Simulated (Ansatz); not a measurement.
Task: a single point of MgS (distorted cell), with Ansatz's Python interface. Give the script and its output. Settings: PBEsol, PAW, cutoff 517 eV, 3×3×2 k-points, fixed occupations.

```yaml
crystal:
  lattice:
    - [4.04730, -0.01156, 0.02439]
    - [-2.03366, 3.45878, 0.02184]
    - [0.03889, 0.06266, 6.36091]
  atoms:
    - { symbol: Mg, position: [0.67900, 0.34438, 0.50232] }
    - { symbol: Mg, position: [0.32821, 0.66023, 0.00606] }
    - { symbol: S, position: [0.33769, 0.68438, 0.37760] }
    - { symbol: S, position: [0.67397, 0.32203, 0.87274] }
```

Script `run_scf.py`:
```python
"""Single point of MgS, distorted."""

from collections import defaultdict

import ansatz as az
from ase import Atoms
from ase.data import atomic_numbers
import numpy as np
import spglib

FUNCTIONAL = "pbesol"
KGRID = (3, 3, 2)

atoms = Atoms(
    ["Mg", "Mg", "S", "S"],
    scaled_positions=[
        (0.679, 0.34438, 0.50232),
        (0.32821, 0.66023, 0.00606),
        (0.33769, 0.68438, 0.3776),
        (0.67397, 0.32203, 0.87274),
    ],
    cell=[
        (4.0473, -0.01156, 0.02439),
        (-2.03366, 3.45878, 0.02184),
        (0.03889, 0.06266, 6.36091),
    ],
    pbc=True,
)
structure = az.Crystal.from_ase(atoms)

# functional, basis and sampling
model = (
    structure.calculation()
    .functional(FUNCTIONAL)
    .basis(19 * az.Ha)
    .kpoints(*KGRID, center="gamma")
    .occupations(az.OccupationsMethod.FIXED)
    .band_densities([("v1", "v1"), ("c1", "c1")])
    .density_of_states(energy_step=0.1, projected=True)
)
def show(event):
    row = event["data"]
    if event["event"] == "scf_iter" and row.get("harris_foulkes_ev") is not None:
        print(f"  iteration {row['iter']:3d}  Harris-Foulkes {row['harris_foulkes_ev']:.5f} eV  residual {row['dr2_ev']:.2e}")


result = model.session().plan().execute(on_event=show)
summary = result.report

n_atoms = len(summary["lattice"]["sites"])
print("F =", round(summary["free_energy_ev"], 4), "eV for", n_atoms, "atoms")
print("E(sigma -> 0) =", round(summary["energy_sigma0_ev"], 4), "eV, TS =", round(summary["entropy_ts_ev"], 5), "eV")
print("closed by", summary["closed_by"], "after", summary["n_iterations"], "iterations")

# how spread out the top filled and lowest empty bands are
for name, window in zip(("top filled band", "lowest empty band"), result.band_densities().windows):
    field = window.outcome.density.channels[0].density_e_per_ang3
    ratio = field.mean() ** 2 / np.mean(field ** 2)
    print(f"{name}: band {window.window.first}, participation ratio {ratio:.3f} of the cell")

spg_cell = (result.lattice.cell_ang, [s.position_frac for s in result.lattice.sites], [atomic_numbers[s.symbol] for s in result.lattice.sites])
# space group as spglib finds it
found = spglib.get_symmetry_dataset(spg_cell, symprec=1e-3)
print(found.international, found.number, "point group", found.pointgroup)
for site, letter, group in zip(result.lattice.sites, found.wyckoffs, found.site_symmetry_symbols):
    print(f"  {site.symbol:2s} Wyckoff {letter}  site symmetry {group}")

dos = result.density_of_states()
energy = np.asarray(dos.energies_ev) - dos.fermi_ev
projected = result.projected_density_of_states()
by_shell = defaultdict(float)
for site in projected.sites:
    for shell in site.shells:
        for part in shell.curves:
            by_shell[f"{site.species} {'spdf'[shell.l]}"] += np.sum(part.g_bin_mean_per_ev, axis=0)
print("E - E_F  " + " ".join(f"{name:>7s}" for name in by_shell))
for e in np.arange(-6, 6 + 0.1, 1.0):
    print(f"{e:7.1f}  " + " ".join(f"{np.interp(e, energy, curve):7.3f}" for curve in by_shell.values()))
```

```console
$ python run_scf.py
  iteration   1  Harris-Foulkes -5599.39914 eV  residual 6.58e-03
  iteration   2  Harris-Foulkes -5599.39371 eV  residual 1.96e-03
  iteration   3  Harris-Foulkes -5599.39326 eV  residual 1.12e-04
  iteration   4  Harris-Foulkes -5599.39322 eV  residual 1.52e-05
  iteration   5  Harris-Foulkes -5599.39322 eV  residual 4.40e-06
  iteration   6  Harris-Foulkes -5599.39322 eV  residual 3.35e-07
  iteration   7  Harris-Foulkes -5599.39322 eV  residual 1.14e-08
F = -5599.3932 eV for 4 atoms
E(sigma -> 0) = -5599.3932 eV, TS = 0.0 eV
closed by deck_thresholds after 7 iterations
top filled band: band 16, participation ratio 0.241 of the cell
lowest empty band: band 17, participation ratio 0.874 of the cell
P1 1 point group 1
  Mg Wyckoff a  site symmetry 1
  Mg Wyckoff a  site symmetry 1
  S  Wyckoff a  site symmetry 1
  S  Wyckoff a  site symmetry 1
E - E_F     Mg s    Mg p     S s     S p
   -6.0    0.000   0.000   0.000   0.000
   -5.0    0.000   0.000   0.000   0.000
   -4.0    0.000   0.000   0.000   0.000
   -3.0    0.097   0.000   0.009   0.439
   -2.0    0.216   0.000   0.051   1.788
   -1.0    0.044   0.001   0.011   4.688
    0.0    0.000   0.000   0.000   0.059
    1.0    0.000   0.000   0.000   0.000
    2.0    0.000   0.000   0.000   0.000
    3.0    0.000   0.000   0.000   0.000
    4.0    0.072   0.000   0.034   0.004
    5.0    1.014   0.000   0.166   0.218
    6.0    0.272   0.000   0.051   0.093
```

Notes:
- Absolute energies stand on the zero of these potentials, so only differences at equal settings mean something. A total without «per atom» is that of the cell as typed.
- Along an axis with an odd division the mesh misses the point at one half; a gap read on a finite mesh is an upper bound on this functional's gap.
- Semilocal gaps usually lie well under measured ones.
- With fixed filling the reported Fermi level is the top filled level among the k-points of the SCF.
- Energy and stress may still move on a finer k-point mesh.
- Projections exist only for the shells that the potentials hold, some of them semicore, and samples at single energies can miss narrow peaks.
- The crystal has a gap of about 3.39 eV on the mesh; bins of finite width blur the band edges.
- The cell is a database structure, distorted on purpose.
- Levels are Kohn-Sham eigenvalues on this mesh.
- The computed bands are complete only to about 6.3 eV above the Fermi level; beyond that the density of states is undercounted.
- Finished in 3.3 s on 1 thread of Arm Neoverse V1, with other jobs on the host, peak memory 0.36 GiB.

(A comment or docstring line of the script was reworded after the run, the code is as it ran; lines on the test bed's own set-up are left out of the output.)
